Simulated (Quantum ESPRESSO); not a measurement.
TaN, 2 atoms in the cell. The structure is cubic, space group Fm-3m (No. 225). Conventional cell: a = 4.423 Å, b = 4.423 Å, c = 4.423 Å, α = 90.00°, β = 90.00°, γ = 90.00°. Around Ta (site symmetry m-3m) lie 6 N at 2.21 Å. N (site symmetry m-3m) has 6 Ta at 2.21 Å as nearest neighbours. The cell comes from a database or a generator and needn't be the stable form of this composition.

```yaml
Program: Quantum ESPRESSO 7.5
Task: Hubbard U by linear response
Functional: PBE
Potentials_or_basis: PseudoDojo 0.4.1 SR PBE standard
Cutoff: 1143 eV
Density_cutoff: 4572 eV
k_mesh: 8 × 8 × 8
Occupations: cold, width 0.2 eV
Spin: no spin polarisation
Hubbard_terms: Ta d U = 0.0001 eV
Start_of_the_occupations: default
Hubbard_projectors: atomic
Mixing_beta: 0.3
Most_SCF_iterations: 120
SCF_threshold: 4e-10 Ry
q_mesh: 2 × 2 × 2
```

Potentials or basis: PseudoDojo 0.4.1 SR PBE standard.

The run is started by

```sh
$ OMP_NUM_THREADS=1 pw.x -in pw.in > pw.out
$ OMP_NUM_THREADS=1 pw.x -in scf2.in > scf2.out
$ OMP_NUM_THREADS=1 hp.x -in hp.in > hp.out
```

Hardware: 1 thread of Intel(R) Xeon(R) Platinum 8259CL CPU @ 2.50GHz (Skylake/Cascade Lake) (shared host).

Q: Estimate the wall time of this run.

A: Run time: 3.9 min on 1 thread of Intel(R) Xeon(R) Platinum 8259CL CPU @ 2.50GHz (Skylake/Cascade Lake), with other jobs on the host, peak memory 0.07 GiB. Counts: scf iterations 13, k pools 1, bands 18, k points 29, g dense 15089.
